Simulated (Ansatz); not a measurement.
# Structure relaxation of HfN2

These are results of DFT PBE, scalar-relativistic, plane waves, PAW in Ansatz 0.2.0, not measurements.

HfN2 was placed on the cubic Laves (C15) structure type (Fd-3m, No. 227), with Hf in place of Mg, N in place of Cu, at a guessed volume.

The final relaxation ran on this input, with the default PAW datasets:

```yaml
crystal:
  lattice:
    - [0.0, 3.1583674062, 3.1583674062]
    - [3.1583674062, 0.0, 3.1583674062]
    - [3.1583674062, 3.1583674062, 0.0]
  atoms:
    - { symbol: Hf, position: [0.5, 0.5, 0.5] }
    - { symbol: Hf, position: [0.75, 0.75, 0.75] }
    - { symbol: "N", position: [0.125, 0.125, 0.125] }
    - { symbol: "N", position: [0.625, 0.125, 0.125] }
    - { symbol: "N", position: [0.125, 0.125, 0.625] }
    - { symbol: "N", position: [0.125, 0.625, 0.125] }
basis:
  ecutwfc: 420
kpoints:
  mp_grid: { grid: [10, 10, 10] }
hamiltonian:
  xc: pbe
scf:
  occupations: { method: gaussian, width: 0.1 }
output:
  forces: true
  stress: true
  eigenvalues: true
relax:
  adjacent_minimum: "off"
  f_tol: 0.01
  max_steps: 80
  cell: { stress_tol: 0.05 }
```

Launched as:

```bash
ansatz run input.yaml --threads 1 --pin off --max-ram 2560MiB --backend cpu --events-out ev --progress --plain --runs-dir out
```

Time: 44 s on 1 thread of AMD EPYC 7R43 64-Core Processor (Zen 3) (shared host), peak memory 0.43 GiB.

End of the output:

```
SCF converged after 8 iterations
Free energy (F): -32968.646668 eV
Harris-Foulkes:  -32968.646668 eV  (|F-HF|=0.00e0)
Internal energy: -32968.621696 eV  (E = F + TS)
E sigma→0 (E₀):  -32968.634182 eV
Entropy (-TS):   -0.024971 eV (-4.162 meV/atom)
Fermi energy:    19.151039 eV
--- Per-component energies (eV) ---
  E_band       = 210.206430
  E_kinetic    = 1345.403896
  E_local      = -10853.889937  (includes V_loc(G=0)·N_el)
  E_nonlocal   = -2301.075374
  E_hartree    = 5035.102750
  E_xc         = -835.858942
  E_vxc        = -832.363314  (∫ρ·V_xc dr)
  E_paw        = -14355.757443  (= ΣΔE_a)
  E_vpaw       = 2781.925343  (= ΣTr[D̂ρ^β])
  E_aug_tail   = 0.000316  (compensation charges beyond the density's cutoff)
  E_ewald      = -11002.546962
  E_smearing   = -0.024971  (= −TS)
  E_closure    =  0.000000  (closes the sum)
  Σ components = -32968.646668   (vs F -32968.646668, Δ=0.00e0)
--- Forces (eV/Å), atoms counted from 1 ---
  atom   1  Hf     0.00000000     0.00000000     0.00000000
  atom   2  Hf     0.00000000     0.00000000     0.00000000
  atom   3  N      0.00000000     0.00000000     0.00000000
  atom   4  N      0.00000000     0.00000000     0.00000000
  atom   5  N      0.00000000     0.00000000     0.00000000
  atom   6  N      0.00000000     0.00000000     0.00000000
  max |Σ_I F_I| component: 4.63e-18 eV/Å
--- Stress (GPa, compression-positive) ---
       -0.004538       0.000000       0.000000
        0.000000      -0.004538       0.000000
        0.000000       0.000000      -0.004538
  P = ⅓ Tr σ = -0.0045 GPa (-0.045 kbar)
--- Relaxed structure (3 steps of the walk, 3 accepted, 1 SCFs on fresh bases) ---
  F+E_penalty+E_count = -32968.64666772 eV   max|allowed force component| = 8.789e-17 eV/Å   (the final SCF, on the basis selected at the relaxed cell)
  cell:  # Å, volume = 62.9645 Å³
    - [0.000000, 3.157586, 3.157586]
    - [3.157586, 0.000000, 3.157586]
    - [3.157586, 3.157586, 0.000000]
  atoms:
    - { symbol: Hf, position: [0.5, 0.5, 0.5] }
    - { symbol: Hf, position: [0.75, 0.75, 0.75] }
    - { symbol: N, position: [0.125, 0.125, 0.125] }
    - { symbol: N, position: [0.625, 0.125, 0.125] }
    - { symbol: N, position: [0.125, 0.125, 0.625] }
    - { symbol: N, position: [0.125, 0.625, 0.125] }
```

Absolute energies hang on the potentials; compare differences alone.

The result has space group Fd-3m (No. 227). Hf is coordinated by 12 N at 2.62 Å and 4 Hf at 2.73 Å; around N lie 6 N at 2.23 Å and 6 Hf at 2.62 Å.

Against the elements it lies at 1.69 eV/atom. Formation energies are uncorrected and refer to the elements' standard structures at the same level (N₂ as a molecule).

For metals, differences of a few meV/atom aren't resolved. Spin–orbit coupling is left out.

A structure relaxed within its symmetry needn't be a true minimum.